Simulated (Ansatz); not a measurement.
# From the elastic tensor of Ir at 3 GPa (stress–strain coefficients) to moduli and sound speeds

Method: DFT PBE, scalar-relativistic, plane waves, PAW in Ansatz 0.2.0. Plane waves to 420 eV; Γ-centred k mesh 20×20×20; Fermi-Dirac smearing of 0.15 eV. No spin polarisation.

The structure is cubic, space group Fm-3m (No. 225). The conventional cell has a = 3.862 Å, b = 3.862 Å, c = 3.862 Å, α = 90.00°, β = 90.00°, γ = 90.00°. Ir (site symmetry m-3m) has 12 Ir at 2.73 Å as nearest neighbours.

In a metal, frequencies and elastic constants depend on the k mesh and the smearing, soft modes and shear constants most. Spin–orbit coupling is left out, which can shift energies with elements as heavy as these.

Relaxed-ion constants (GPa, on the Cartesian axes of the calculation):
C11 = 598.0, C12 = 239.7, C13 = 239.7, C22 = 598.0, C23 = 239.7, C33 = 598.0, C44 = 262.2, C55 = 262.2, C66 = 262.2 GPa; the others vanish.

Density 22.166 g/cm³; 1 atom in 14.40 Å³.

The values that follow are for a polycrystal of randomly turned grains, by Hill's mean where one number stands.

With S = C⁻¹: B_V = (C11+C22+C33+2(C12+C13+C23))/9, G_V = (C11+C22+C33−C12−C13−C23+3(C44+C55+C66))/15, 1/B_R = S11+S22+S33+2(S12+S13+S23), 15/G_R = 4(S11+S22+S33−S12−S13−S23)+3(S44+S55+S66); Hill is their mean. Then v_l = √((B+4G/3)/ρ), v_t = √(G/ρ), v_m = [(2/v_t³+1/v_l³)/3]^(−1/3) and Θ = (ħ/k_B)·v_m·(6π²n/V)^(1/3) for n atoms in the volume V; E = 9BG/(3B+G), ν = (3B−2G)/(2(3B+G)) and A^U = 5G_V/G_R + B_V/B_R − 6.

- Bulk modulus, Voigt / Reuss / Hill: 359.2 / 359.2 / 359.2 GPa
- Shear modulus, Voigt / Reuss / Hill: 229.0 / 221.2 / 225.1 GPa
- Young's modulus: 559 GPa
- Poisson ratio: 0.241
- Pugh ratio B/G: 1.60
- Universal anisotropy index: 0.18
- Longitudinal and transverse sound speeds: 5454 and 3187 m/s
- Debye temperature from the mean sound speed: 432 K

Cost: 1 run of about 0.79 core-minutes, on Intel Xeon 6975P-C (Granite Rapids) (shared hosts).

Iridium comes out extremely stiff in shear as well as in compression, and C44 (262.2 GPa) exceeds C12 (239.7 GPa), the reverse of the order in most fcc metals. Central pair forces would put C12 above C44 under pressure, so the inversion points to strongly angular bonding. This fits a partly filled 5d shell whose extended orbitals overlap strongly and resist changes in bond angle as well as bond length. The sound speeds and Debye temperature stay moderate despite this stiffness because the atoms are so heavy.

The density of 22.166 g/cm³ lies below the measured ambient value even though the cell is compressed, most likely because PBE overestimates the volumes of late 5d metals. The low B/G ratio is in line with iridium's known tendency to cleave, unusual for an fcc metal, but doesn't establish it, since fracture depends on dislocation mobility, surface energies and grain-boundary cohesion. The constants satisfy the elastic stability conditions for a cubic crystal, which covers homogeneous strains but not phonons at finite wavevector.
